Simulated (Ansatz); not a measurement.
# Cd/SiC/TaN: predicting the conductance of a thicker barrier

Set-up. Ansatz 0.2.0, plane waves with PAW datasets, PBE. Interfaces are relaxed in a short slab (with D3(BJ) where the barrier is layered), set between ideal electrode layers that go on as semi-infinite leads, and the zero-bias conductance G at 300 K comes from T(E) on a typed mesh. The error is the largest of the program's estimates from energy step, mesh, the leads' potential steps and neutrality; its separate bound for narrow resonances between the energies solved isn't counted and can be far larger. The lower electrode is Cd (hcp 0001), the upper TaN (rock salt 111) and the barrier SiC (zinc blende 111), on a net of side 3.097 Å; d is the distance between the electrodes' last planes.

What is known so far:

| planes in the barrier | d (Å) | G (S/m²) | error (%) | lead step (meV) |
| --- | --- | --- | --- | --- |
| 4 | 7.81 | 1.73e14 | 19 | 23 |
| 6 | 10.33 | 7.78e13 | 35 | 24 |
| 8 | 12.86 | 3.18e13 | 64 | 24 |
| 10 | 15.39 | 1.51e13 | 46 | 24 |

**Question.** A further run has 12 planes, d = 17.91 Å. Fit G ∝ exp(−βd) to the rows shown and predict its conductance.

Working: Take y = ln G: 32.79, 31.99, 31.09 and 30.35. The means are d = 11.60 Å and y = 31.55; Σ(Δd Δy) = −10.38 and Σ(Δd)² = 31.93, so the slope is −0.325 Å⁻¹ (β = 0.325 Å⁻¹). At d = 17.91 Å, y = 31.55 − 0.325 × 6.31 = 29.50, or G = 6.48e12 S/m².

Check: The run gave 5.05e12 S/m², with an error estimate of 61 % and a lead step of 24 meV. The prediction is 1.28 times that, too high by 28 %. That lies within the runs' own error estimates, carried through the fit.

Caveats: The interfaces are ideal, one cell wide, strained to a common net and relaxed from one registry with their symmetry kept. PBE's gaps are too small, so true decay constants are likely larger where the Fermi level lies deep in a gap. No spin-orbit coupling, phonons, disorder or image charges enter. The rows shown are chosen by tests on error estimates (under 100 to 120 %), lead steps (under 150 meV, though the program warns over 25), intact interfaces and, for fits, a steady trend in the rows shown; the data set holds 414 series of this kind, and not all pass.
